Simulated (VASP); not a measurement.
## GaN: relaxation of cell and atoms with PBEsol

GaN:

```
CELL_PARAMETERS angstrom
3.19000 0.00000 0.00000
-1.59500 2.76262 0.00000
0.00000 0.00000 5.18900
ATOMIC_POSITIONS crystal
Ga 0.33333 0.66667 0.00000
Ga 0.66667 0.33333 0.50000
N 0.33333 0.66667 0.37700
N 0.66667 0.33333 0.87700
```

The cell was built by a generator and isn't the measured one.

| Quantity | Value |
| --- | --- |
| Program | VASP 6.6.1 |
| Task | relaxation of cell and atoms |
| Functional | PBEsol |
| Potentials or basis | VASP PAW PBE potentials, release 64 (Ga_d, N) |
| Cutoff | 600 eV |
| k mesh | 6 × 6 × 4 |
| Occupations | gaussian, width 0.02 eV |
| Spin | no spin polarisation |
| Further INCAR settings | ALGO = Fast; EDIFF = 1e-06; IBRION = 2; EDIFFG = -0.01; NSW = 40; ISIF = 3 |

```
Relaxed volume                         : 11.35 Å³/atom
Relaxed cell                           : a = 3.181 Å, b = 3.181 Å, c = 5.180 Å, α = 90.00°, β = 90.00°, γ = 120.00°
Space group after relaxing (to 0.05 Å) : P6_3mc (No. 186)
Energy gained by relaxing              : 0.4 meV/atom
Ionic steps                            : 6
Pressure after relaxing                : 0.0 GPa
Largest force after relaxing           : 0.009 eV/Å
Band gap on the k mesh                 : 1.91 eV, direct
```

Forces on the atoms (eV/Å):
```
Ga   0.000  0.000  0.009
Ga   0.000  0.000  0.009
N    0.000  0.000 -0.009
N    0.000  0.000 -0.009
```

Stress tensor (GPa, compression positive):
```
-0.04  0.00  0.00
 0.00 -0.04  0.00
 0.00  0.00  0.04
```

Step by step:
| step | energy change (eV) | largest force (eV/Å) | pressure (GPa) | volume (Å³) |
| --- | --- | --- | --- | --- |
| 1 | 0.0000 | 0.0057 | -1.48 | 45.73 |
| 2 | 0.0001 | 0.0152 | 1.51 | 45.03 |
| 3 | -0.0015 | 0.0108 | -0.01 | 45.39 |
| 4 | -0.0015 | 0.0102 | 0.07 | 45.39 |
| 5 | -0.0015 | 0.0026 | -0.21 | 45.42 |
| 6 | -0.0015 | 0.0089 | -0.01 | 45.41 |

Final structure:
```
Ga N
1.0
     3.18143    0.00000    0.00000
    -1.59071    2.75519    0.00000
     0.00000    0.00000    5.18024
Ga N
2 2
Direct
  0.33333 0.66667 0.00009
  0.66667 0.33333 0.50009
  0.33333 0.66667 0.37691
  0.66667 0.33333 0.87691
```

Levels at points of the mesh, in eV from the valence-band top:
| k point | band 15 | band 16 | band 17 | band 18 | band 19 | band 20 | band 21 | band 22 |
| --- | --- | --- | --- | --- | --- | --- | --- | --- |
| (0.00, 0.00, 0.00) | -1.05 | -0.04 | 0.00 | 0.00 | 1.91 | 4.21 | 9.13 | 9.82 |
| (0.50, 0.00, 0.00) | -4.28 | -2.79 | -2.26 | -1.02 | 4.95 | 5.53 | 5.96 | 8.59 |
| (0.00, 0.00, 0.50) | -0.54 | -0.54 | -0.54 | -0.54 | 4.23 | 4.23 | 8.39 | 8.39 |
| (0.50, 0.00, 0.50) | -1.98 | -1.98 | -1.92 | -1.92 | 4.31 | 4.31 | 7.72 | 7.72 |

Wall time 76 s on 1 thread of Intel(R) Xeon(R) 6975P-C (Granite Rapids), with other jobs on the host, peak memory 0.19 GiB.

Caveat: the PAW data sets were made with another functional, which shifts forces and pressure a little. As with any semilocal functional, this PBEsol gap is likely too small.
